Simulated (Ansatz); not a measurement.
Input, command and steps of an Ansatz relaxation.

```yaml
crystal:
  lattice:
    - [4.7413535631, 0.0, 0.0]
    - [0.0, 4.7413535631, 0.0]
    - [0.0, 0.0, 3.2492890141]
  atoms:
    - { symbol: Sn, position: [0.5, 0.5, 0.5] }
    - { symbol: Sn, position: [0.0, 0.0, 0.0] }
    - { symbol: O, position: [0.1940616415, 0.8059383585, 0.5] }
    - { symbol: O, position: [0.8059383585, 0.1940616415, 0.5] }
    - { symbol: O, position: [0.3059383585, 0.3059383585, 0.0] }
    - { symbol: O, position: [0.6940616415, 0.6940616415, 0.0] }
basis:
  ecutwfc: 500
kpoints:
  mp_grid: { grid: [6, 6, 8] }
hamiltonian:
  xc: r2scan
scf:
  occupations: { method: gaussian, width: 0.02 }
output:
  forces: true
  stress: true
  eigenvalues: true
  write_density: true
  write_potential: true
  elf: true
  volumetric_format: npy
relax:
  adjacent_minimum: "off"
  f_tol: 0.008
  max_steps: 40
  cell: { stress_tol: 0.015, fix: [c, angles] }
```

```bash
ansatz run input.yaml --threads 1 --pin off --max-ram 2560MiB --backend cpu --events-out ev --progress --plain --runs-dir out
```

Theory: DFT r2SCAN, scalar-relativistic, plane waves, PAW (Ansatz).

Of 5 frames 4 are shown, positions in Å and forces in eV/Å; the SCF threshold varies from step to step. Steps run on the plane waves of an earlier cell, with a Pulay correction in the pressure. The basis is chosen afresh for the last frame, the zero of the energies, and at times for earlier ones too; energy and pressure step there, also at an unchanged geometry.

```xyz
6
Lattice="4.7414 0.0000 0.0000 0.0000 4.7414 0.0000 0.0000 0.0000 3.2493" Properties=species:S:1:pos:R:3:forces:R:3 pbc="T T T" step=1 free_energy_over_end_meV_per_atom=0.14 pressure_GPa=-2.21
Sn    2.3707    2.3707    1.6246    0.0000    0.0000    0.0000
Sn    0.0000    0.0000    0.0000    0.0000    0.0000    0.0000
O     0.9201    3.8212    1.6246   -0.0503    0.0503    0.0000
O     3.8212    0.9201    1.6246    0.0503   -0.0503    0.0000
O     1.4506    1.4506    0.0000    0.0503    0.0503    0.0000
O     3.2908    3.2908    0.0000   -0.0503   -0.0503    0.0000
6
Lattice="4.7326 0.0000 0.0000 0.0000 4.7326 0.0000 0.0000 0.0000 3.2493" Properties=species:S:1:pos:R:3:forces:R:3 pbc="T T T" step=2 free_energy_over_end_meV_per_atom=-0.02 pressure_GPa=-1.43
Sn    2.3663    2.3663    1.6246    0.0000    0.0000    0.0000
Sn    0.0000    0.0000    0.0000    0.0000    0.0000    0.0000
O     0.9162    3.8164    1.6246    0.0041   -0.0041    0.0000
O     3.8164    0.9162    1.6246   -0.0041    0.0041    0.0000
O     1.4501    1.4501    0.0000   -0.0041   -0.0041    0.0000
O     3.2824    3.2824    0.0000    0.0041    0.0041    0.0000
6
Lattice="4.7343 0.0000 0.0000 0.0000 4.7343 0.0000 0.0000 0.0000 3.2493" Properties=species:S:1:pos:R:3:forces:R:3 pbc="T T T" step=3 free_energy_over_end_meV_per_atom=-0.02 pressure_GPa=-1.58
Sn    2.3672    2.3672    1.6246    0.0000    0.0000    0.0000
Sn    0.0000    0.0000    0.0000    0.0000    0.0000    0.0000
O     0.9168    3.8175    1.6246   -0.0025    0.0025    0.0000
O     3.8175    0.9168    1.6246    0.0025   -0.0025    0.0000
O     1.4504    1.4504    0.0000    0.0025    0.0025    0.0000
O     3.2839    3.2839    0.0000   -0.0025   -0.0025    0.0000
6
Lattice="4.7347 0.0000 0.0000 0.0000 4.7347 0.0000 0.0000 0.0000 3.2493" Properties=species:S:1:pos:R:3:forces:R:3 pbc="T T T" step=5 free_energy_over_end_meV_per_atom=0.00 pressure_GPa=-1.60
Sn    2.3673    2.3673    1.6246    0.0000    0.0000    0.0000
Sn    0.0000    0.0000    0.0000    0.0000    0.0000    0.0000
O     0.9167    3.8180    1.6246    0.0006   -0.0006    0.0000
O     3.8180    0.9167    1.6246   -0.0006    0.0006    0.0000
O     1.4506    1.4506    0.0000   -0.0006   -0.0006    0.0000
O     3.2840    3.2840    0.0000    0.0006    0.0006    0.0000
```

It took 85 s on 1 thread of Arm Neoverse V1, with other jobs on the host, peak memory 0.53 GiB.